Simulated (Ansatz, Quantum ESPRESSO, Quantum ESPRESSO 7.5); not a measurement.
# Ballistic transmission: Ru chain with a N atom on top of one atom

Aim: the zero-bias transmission with pwcond for this junction: Ru chain with a N atom on top of one atom.

Program: Quantum ESPRESSO 7.5. Level of theory: plane-wave DFT, PBE, GBRV ultrasoft pseudopotentials (cross-check by Ansatz 0.2.0 with PAW datasets). Results are calculated unless marked as measured.

**1. The starting structure**

The cell holds 16 atoms: 15 Ru and 1 N. Its edges and angles: a = 7.500 Å, b = 7.500 Å, c = 33.750 Å, α = 90.0°, β = 90.0°, γ = 90.0°. Regions: left lead, 7 atoms (7 Ru); channel, 2 atoms (1 Ru and 1 N); right lead, 7 atoms (7 Ru). Vacuum lies along a and b. The structure is stacked along c, and the current runs across the ab planes.

Structure file:

```cif
data_structure
_symmetry_space_group_name_H-M 'P 1'
_symmetry_Int_Tables_number 1
_cell_length_a 7.5000
_cell_length_b 7.5000
_cell_length_c 33.7500
_cell_angle_alpha 90.000
_cell_angle_beta 90.000
_cell_angle_gamma 90.000
_cell_volume 1898.44
loop_
_atom_site_label
_atom_site_type_symbol
_atom_site_fract_x
_atom_site_fract_y
_atom_site_fract_z
_atom_site_occupancy
Ru1 Ru 0.50000 0.50000 0.00000 1
Ru2 Ru 0.50000 0.50000 0.06667 1
Ru3 Ru 0.50000 0.50000 0.13333 1
Ru4 Ru 0.50000 0.50000 0.20000 1
Ru5 Ru 0.50000 0.50000 0.26667 1
Ru6 Ru 0.50000 0.50000 0.33333 1
Ru7 Ru 0.50000 0.50000 0.40000 1
Ru8 Ru 0.50000 0.50000 0.46667 1
N9 N 0.71459 0.50000 0.46667 1
Ru10 Ru 0.50000 0.50000 0.53333 1
Ru11 Ru 0.50000 0.50000 0.60000 1
Ru12 Ru 0.50000 0.50000 0.66667 1
Ru13 Ru 0.50000 0.50000 0.73333 1
Ru14 Ru 0.50000 0.50000 0.80000 1
Ru15 Ru 0.50000 0.50000 0.86667 1
Ru16 Ru 0.50000 0.50000 0.93333 1
```

This run has no spin polarisation although its electron count is odd. A spin-polarised state was not tried and may lie lower.

**2. Self-consistent run**

One periodic cell holds a stretch of lead, the junction and more lead; the atoms stay as built.

Contents of scf.in:

```
&control
  prefix = 'scf'
  outdir = './out'
  pseudo_dir = './pseudo'
  calculation = 'scf'
  tprnfor = .true.
/
&system
  ibrav = 0
  nat = 16
  ntyp = 2
  ecutwfc = 34
  ecutrho = 170
  occupations = 'smearing'
  smearing = 'mv'
  degauss = 0.01
/
&electrons
  conv_thr = 1e-07
  mixing_beta = 0.25
  electron_maxstep = 120
  mixing_mode = 'local-TF'
/
ATOMIC_SPECIES
  Ru  101.0700  ru_pbe_v1.2.uspp.F.UPF
  N   14.0070  n_pbe_v1.2.uspp.F.UPF
CELL_PARAMETERS angstrom
  7.50000000000000 0.00000000000000 0.00000000000000
  0.00000000000000 7.50000000000000 0.00000000000000
  0.00000000000000 0.00000000000000 33.75000000000000
ATOMIC_POSITIONS crystal
  Ru  0.500000000000 0.500000000000 0.000000000000
  Ru  0.500000000000 0.500000000000 0.066666666667
  Ru  0.500000000000 0.500000000000 0.133333333333
  Ru  0.500000000000 0.500000000000 0.200000000000
  Ru  0.500000000000 0.500000000000 0.266666666667
  Ru  0.500000000000 0.500000000000 0.333333333333
  Ru  0.500000000000 0.500000000000 0.400000000000
  Ru  0.500000000000 0.500000000000 0.466666666667
  N   0.714586667000 0.500000000000 0.466666666667
  Ru  0.500000000000 0.500000000000 0.533333333333
  Ru  0.500000000000 0.500000000000 0.600000000000
  Ru  0.500000000000 0.500000000000 0.666666666667
  Ru  0.500000000000 0.500000000000 0.733333333333
  Ru  0.500000000000 0.500000000000 0.800000000000
  Ru  0.500000000000 0.500000000000 0.866666666667
  Ru  0.500000000000 0.500000000000 0.933333333333
K_POINTS automatic
  1 1 3 0 0 0
```

On the command line:

```
OMP_NUM_THREADS=1 mpirun -n 4 pw.x -nk 1 -in scf.in > scf.out
```

Log:

```text
Program PWSCF v.7.5 starts
[citation notice left out]

     Parallel version (MPI & OpenMP), running on       4 processor cores
     Number of MPI processes:                 4
     Threads/MPI process:                     1

     MPI processes distributed on     1 nodes
[...]
Current dimensions of program PWSCF are:
     Max number of different atomic species (ntypx) = 10
     Max number of k-points (npk) =  40000
     Max angular momentum in pseudopotentials (lmaxx) =  4
     Message from routine setup:
     using ibrav=0 with symmetry is DISCOURAGED, use correct ibrav instead

     R & G space division:  proc/nbgrp/npool/nimage =       4
     Subspace diagonalization in iterative solution of the eigenvalue problem:
     a serial algorithm will be used

     Parallelization info
     --------------------
     sticks:   dense  smooth     PW     G-vecs:    dense   smooth      PW
     Min         677     544    138               119883    85736   10918
     Max         678     545    139               119908    85751   10929
     Sum        2709    2177    553               479565   342973   43695

     Using Slab Decomposition

     bravais-lattice index     =            0
     lattice parameter (alat)  =      14.1729  a.u.
     unit-cell volume          =   12811.2913 (a.u.)^3
     number of atoms/cell      =           16
     number of atomic types    =            2
     number of electrons       =       245.00
     number of Kohn-Sham states=          148
     kinetic-energy cutoff     =      34.0000  Ry
     charge density cutoff     =     170.0000  Ry
     scf convergence threshold =      1.0E-07
     mixing beta               =       0.2500
     number of iterations used =            8  local-TF  mixing
     Exchange-correlation= SLA  PW   PBE  PBE
                           (   1   4   3   4   0   0   0)

     celldm(1)=  14.172946  celldm(2)=   0.000000  celldm(3)=   0.000000
     celldm(4)=   0.000000  celldm(5)=   0.000000  celldm(6)=   0.000000

     crystal axes: (cart. coord. in units of alat)
               a(1) = (   1.000000   0.000000   0.000000 )
               a(2) = (   0.000000   1.000000   0.000000 )
               a(3) = (   0.000000   0.000000   4.500000 )

     reciprocal axes: (cart. coord. in units 2 pi/alat)
               b(1) = (  1.000000  0.000000  0.000000 )
               b(2) = (  0.000000  1.000000  0.000000 )
               b(3) = (  0.000000  0.000000  0.222222 )

     PseudoPot. # 1 for Ru read from file:
     ./pseudo/ru_pbe_v1.2.uspp.F.UPF
     Pseudo is Ultrasoft + core correction, Zval = 16.0
     Generated by new atomic code, or converted to UPF format
     Using radial grid of  967 points,  6 beta functions with:
                l(1) =   0
                l(2) =   0
                l(3) =   1
                l(4) =   1
                l(5) =   2
                l(6) =   2
     Q(r) pseudized with  8 coefficients,  rinner =    1.300   1.300   1.300
                                                       1.300   1.300

     PseudoPot. # 2 for N  read from file:
     ./pseudo/n_pbe_v1.2.uspp.F.UPF
     Pseudo is Ultrasoft + core correction, Zval =  5.0
     Generated by new atomic code, or converted to UPF format
     Using radial grid of  729 points,  4 beta functions with:
                l(1) =   0
                l(2) =   0
                l(3) =   1
                l(4) =   1
     Q(r) pseudized with  8 coefficients,  rinner =    0.900   0.900   0.900

     atomic species   valence    mass     pseudopotential
     Ru               16.00   101.07000     Ru( 1.00)
     N                 5.00    14.00700     N ( 1.00)

      2 Sym. Ops. (no inversion) found

   Cartesian axes

     site n.     atom                  positions (alat units)
         1        Ru     tau(   1) = (   0.5000000   0.5000000   0.0000000  )
         2        Ru     tau(   2) = (   0.5000000   0.5000000   0.3000000  )
         3        Ru     tau(   3) = (   0.5000000   0.5000000   0.6000000  )
         4        Ru     tau(   4) = (   0.5000000   0.5000000   0.9000000  )
         5        Ru     tau(   5) = (   0.5000000   0.5000000   1.2000000  )
         6        Ru     tau(   6) = (   0.5000000   0.5000000   1.5000000  )
         7        Ru     tau(   7) = (   0.5000000   0.5000000   1.8000000  )
         8        Ru     tau(   8) = (   0.5000000   0.5000000   2.1000000  )
         9        N      tau(   9) = (   0.7145867   0.5000000   2.1000000  )
        10        Ru     tau(  10) = (   0.5000000   0.5000000   2.4000000  )
        11        Ru     tau(  11) = (   0.5000000   0.5000000   2.7000000  )
        12        Ru     tau(  12) = (   0.5000000   0.5000000   3.0000000  )
        13        Ru     tau(  13) = (   0.5000000   0.5000000   3.3000000  )
        14        Ru     tau(  14) = (   0.5000000   0.5000000   3.6000000  )
        15        Ru     tau(  15) = (   0.5000000   0.5000000   3.9000000  )
        16        Ru     tau(  16) = (   0.5000000   0.5000000   4.2000000  )

     number of k points=     2  Marzari-Vanderbilt smearing, width (Ry)=  0.0100
                       cart. coord. in units 2pi/alat
        k(    1) = (   0.0000000   0.0000000   0.0000000), wk =   0.6666667
        k(    2) = (   0.0000000   0.0000000   0.0740741), wk =   1.3333333

     Dense  grid:   479565 G-vectors     FFT dimensions: (  60,  60, 270)

     Smooth grid:   342973 G-vectors     FFT dimensions: (  54,  54, 240)

     Estimated max dynamical RAM per process >     610.17 MB

     Estimated total dynamical RAM >       2.38 GB

     Initial potential from superposition of free atoms

     starting charge     229.9998, renormalised to     245.0000

     negative rho (up, down):  1.076E+00 0.000E+00
     Starting wfcs are  199 randomized atomic wfcs

     total cpu time spent up to now is        4.5 secs

     per-process dynamical memory:   172.8 Mb

     Self-consistent Calculation

     iteration #  1     ecut=    34.00 Ry     beta= 0.25
     Davidson diagonalization with overlap
     ethr =  1.00E-02,  avg # of iterations =  4.0

     negative rho (up, down):  1.402E+00 0.000E+00

     total cpu time spent up to now is       16.8 secs

     total energy              =   -2932.59583944 Ry
     estimated scf accuracy    <     259.32979786 Ry

     iteration #  2     ecut=    34.00 Ry     beta= 0.25
[...]
negative rho (up, down):  1.898E+00 0.000E+00

[...]
total energy              =   -2927.34164989 Ry
     estimated scf accuracy    <      68.04293841 Ry

[...]
total energy              =   -2929.44433289 Ry
     estimated scf accuracy    <       2.87179850 Ry

     iteration # 13     ecut=    34.00 Ry     beta= 0.25
[...]
negative rho (up, down):  1.262E+00 0.000E+00

[...]
total energy              =   -2929.42195130 Ry
     estimated scf accuracy    <       1.36552164 Ry

     iteration # 14     ecut=    34.00 Ry     beta= 0.25
[...]
negative rho (up, down):  1.212E+00 0.000E+00

[...]
total energy              =   -2929.42973814 Ry
     estimated scf accuracy    <       0.02613253 Ry

[...]
iteration # 25     ecut=    34.00 Ry     beta= 0.25
[...]
negative rho (up, down):  1.018E+00 0.000E+00

[...]
total energy              =   -2929.41990516 Ry
     estimated scf accuracy    <       0.00010803 Ry

     iteration # 26     ecut=    34.00 Ry     beta= 0.25
[...]
negative rho (up, down):  1.018E+00 0.000E+00

[...]
total energy              =   -2929.41990164 Ry
     estimated scf accuracy    <       0.00003723 Ry

     iteration # 27     ecut=    34.00 Ry     beta= 0.25
[...]
negative rho (up, down):  1.019E+00 0.000E+00

[...]
total energy              =   -2929.41991583 Ry
     estimated scf accuracy    <       0.00001342 Ry

     iteration # 28     ecut=    34.00 Ry     beta= 0.25
[...]
negative rho (up, down):  1.019E+00 0.000E+00

[...]
total energy              =   -2929.41991908 Ry
     estimated scf accuracy    <       0.00000293 Ry

     iteration # 29     ecut=    34.00 Ry     beta= 0.25
[...]
negative rho (up, down):  1.019E+00 0.000E+00

[...]
total energy              =   -2929.41992010 Ry
     estimated scf accuracy    <       0.00000136 Ry

     iteration # 30     ecut=    34.00 Ry     beta= 0.25
[...]
negative rho (up, down):  1.019E+00 0.000E+00

[...]
total energy              =   -2929.41992045 Ry
     estimated scf accuracy    <       0.00000054 Ry

     iteration # 31     ecut=    34.00 Ry     beta= 0.25
[...]
negative rho (up, down):  1.019E+00 0.000E+00

[...]
total energy              =   -2929.41992015 Ry
     estimated scf accuracy    <       0.00000018 Ry

     iteration # 32     ecut=    34.00 Ry     beta= 0.25
[...]
negative rho (up, down):  1.019E+00 0.000E+00

[...]
End of self-consistent calculation

          k = 0.0000 0.0000 0.0000 ( 42831 PWs)   bands (ev):

   -75.7351 -74.3776 -74.3705 -74.3504 -74.3191 -74.2696 -74.2192 -74.1708
   -74.1220 -74.0663 -74.0144 -73.9786 -73.9562 -73.9236 -73.9125 -46.5905
   -46.2708 -45.9501 -45.8355 -45.7564 -45.4952 -45.3749 -45.2732 -45.0018
   -44.8644 -44.4547 -44.3308 -44.1213 -44.1192 -44.1068 -44.1004 -44.1002
   -44.0843 -44.0737 -44.0578 -44.0266 -44.0251 -43.9946 -43.9870 -43.9616
   -43.9491 -43.9483 -43.9244 -43.9115 -43.8869 -43.8782 -43.8707 -43.8368
   -43.8332 -43.8074 -43.8073 -43.7928 -43.7897 -43.7537 -43.7461 -43.6536
   -43.6447 -43.6067 -43.5399 -43.4376 -16.2249  -7.7628  -7.6209  -7.2126
    -7.0392  -6.7734  -6.4647  -6.0578  -5.9157  -5.9051  -5.7390  -5.7354
    -5.5899  -5.4944  -5.4102  -5.4079  -5.0461  -4.8642  -4.7682  -4.7567
    -4.6371  -4.5711  -4.1931  -3.9661  -3.8631  -3.8482  -3.2718  -3.2604
    -3.2531  -3.2311  -3.2120  -3.2072  -3.1384  -3.1290  -3.0917  -3.0429
    -3.0387  -3.0059  -2.9880  -2.9093  -2.9017  -2.9014  -2.8602  -2.7843
    -2.7794  -2.7632  -2.7553  -2.7181  -2.7047  -2.5925  -2.5731  -2.4869
    -2.4446  -2.3174  -2.2928  -2.2695  -2.1467  -2.1346  -2.1256  -2.0017
    -1.9740  -1.9309  -1.9082  -1.8528  -1.8288  -1.8242  -1.7689  -1.7687
    -1.7592  -1.6782  -1.6503  -1.6267  -1.5858  -1.4049  -1.1683  -1.0285
    -0.9284  -0.8082  -0.6978  -0.5099  -0.4876  -0.3937  -0.3414  -0.3213
    -0.2619   0.2551   0.2749   0.5229

          k = 0.0000 0.0000 0.0741 ( 42902 PWs)   bands (ev):

   -75.7351 -74.3778 -74.3702 -74.3507 -74.3188 -74.2699 -74.2188 -74.1714
   -74.1215 -74.0668 -74.0138 -73.9794 -73.9558 -73.9238 -73.9124 -46.5905
   -46.2709 -45.9416 -45.8680 -45.7041 -45.5661 -45.2959 -45.2732 -45.0923
   -44.7666 -44.5582 -44.2262 -44.1215 -44.1199 -44.1069 -44.1002 -44.1001
   -44.0845 -44.0737 -44.0576 -44.0522 -44.0264 -44.0253 -43.9945 -43.9867
   -43.9614 -43.9495 -43.9245 -43.9111 -43.8847 -43.8711 -43.8364 -43.8337
   -43.8077 -43.8075 -43.7930 -43.7909 -43.7896 -43.7538 -43.7461 -43.6684
   -43.6481 -43.6412 -43.5098 -43.4446 -16.2249  -7.7629  -7.6139  -7.2789
    -6.9075  -6.7735  -6.5699  -6.1884  -5.9082  -5.7343  -5.7070  -5.6098
    -5.5924  -5.5858  -5.3722  -5.2780  -5.1286  -5.1004  -5.0543  -4.6767
    -4.5476  -4.2967  -4.2357  -4.0623  -3.7433  -3.5702  -3.5140  -3.3060
    -3.2624  -3.2537  -3.2278  -3.2116  -3.1976  -3.1643  -3.1409  -3.1400
    -3.0954  -3.0379  -3.0347  -2.9713  -2.9444  -2.9049  -2.8635  -2.7737
    -2.7558  -2.7099  -2.6193  -2.6039  -2.5490  -2.4601  -2.4490  -2.4256
    -2.4214  -2.3642  -2.2806  -2.2775  -2.1867  -2.1277  -2.0810  -2.0558
    -2.0457  -2.0192  -2.0050  -1.9319  -1.9006  -1.8713  -1.8289  -1.8227
    -1.7682  -1.7676  -1.6465  -1.4263  -1.3411  -1.3366  -1.1005  -1.0528
    -1.0466  -0.8117  -0.7003  -0.6896  -0.5009  -0.3722  -0.2718  -0.1610
    -0.1093   0.0938   0.1711   0.2778

     the Fermi energy is    -1.9512 ev

!    total energy              =   -2929.41991942 Ry
     estimated scf accuracy    <       0.00000008 Ry
     smearing contrib. (-TS)   =      -0.00399700 Ry
     internal energy E=F+TS    =   -2929.41592242 Ry

     The total energy is F=E-TS. E is the sum of the following terms:
     one-electron contribution =   -4242.91403356 Ry
     hartree contribution      =    2081.47397163 Ry
     xc contribution           =    -391.27561445 Ry
     ewald contribution        =    -376.70024604 Ry

     convergence has been achieved in  32 iterations

     negative rho (up, down):  1.019E+00 0.000E+00

     Forces acting on atoms (cartesian axes, Ry/au):

     atom    1 type  1   force =    -0.00108272    0.00000000   -0.00613910
     atom    2 type  1   force =     0.00128134    0.00000000    0.00804323
     atom    3 type  1   force =     0.00011217    0.00000000   -0.00657218
     atom    4 type  1   force =     0.00131750    0.00000000   -0.00086353
     atom    5 type  1   force =    -0.00508569    0.00000000    0.00647490
     atom    6 type  1   force =    -0.00125535    0.00000000    0.01404050
     atom    7 type  1   force =     0.00881064    0.00000000   -0.12438521
     atom    8 type  1   force =    -0.11970512    0.00000000   -0.00000820
     atom    9 type  2   force =     0.11150993    0.00000000    0.00000094
     atom   10 type  1   force =     0.00881222    0.00000000    0.12438978
     atom   11 type  1   force =    -0.00125506    0.00000000   -0.01403691
     atom   12 type  1   force =    -0.00508599    0.00000000   -0.00648810
     atom   13 type  1   force =     0.00131673    0.00000000    0.00085158
     atom   14 type  1   force =     0.00011061    0.00000000    0.00657388
     atom   15 type  1   force =     0.00128186    0.00000000   -0.00803490
     atom   16 type  1   force =    -0.00108307    0.00000000    0.00615334

     Total force =     0.242278     Total SCF correction =     0.001021

[...]
=------------------------------------------------------------------------------=
   JOB DONE.
=------------------------------------------------------------------------------=
```

Run time: 4.9 min. Hardware: 4 MPI ranks of Arm Neoverse V2, shared host; peak memory 2.4 GiB.

Numbers from this step:

* free energy: -39856.7885 eV
* Fermi energy: -1.951 eV

The program's own clock; routines nest. Time by routine:

| routine | wall time (s) | calls |
| --- | --- | --- |
| PWSCF | 294.4 | 1 |
| electrons | 287.7 | 1 |
| c_bands | 211.2 | 32 |
| cegterg | 208 | 64 |
| h_psi | 118.2 | 205 |
| fftw | 90.33 | 50246 |
| vloc_psi | 78.23 | 205 |
| sum_band | 43.39 | 32 |
| calbec | 29.59 | 277 |
| h_psi:calbec | 19.45 | 205 |
| add_vuspsi | 19.37 | 205 |
| s_psi | 19.32 | 205 |
| mix_rho | 16.3 | 32 |
| newd | 14.63 | 33 |

The run needed 32 iterations to bring the estimated error under 1e-07 Ry; the largest force on any atom, held or free, is 3.21 eV/Å.

(Part 1 of 5 ends here.)

[Logs are printed without paths, hosts, clocks, repeated set-up lines and the standing remarks that a program may print on its own settings, such as how far it seeks lower states.]

[Hosts, paths, dates, database ids (printed as entryN), source tags and the programs' standing remarks are cut or masked in the printed files.]

[Maps of the electrostatic potential energy from Ansatz leave out the sawtooth potential of an applied field or a dipole correction, so their vacuum need not be flat; planar profiles and work functions include it.]
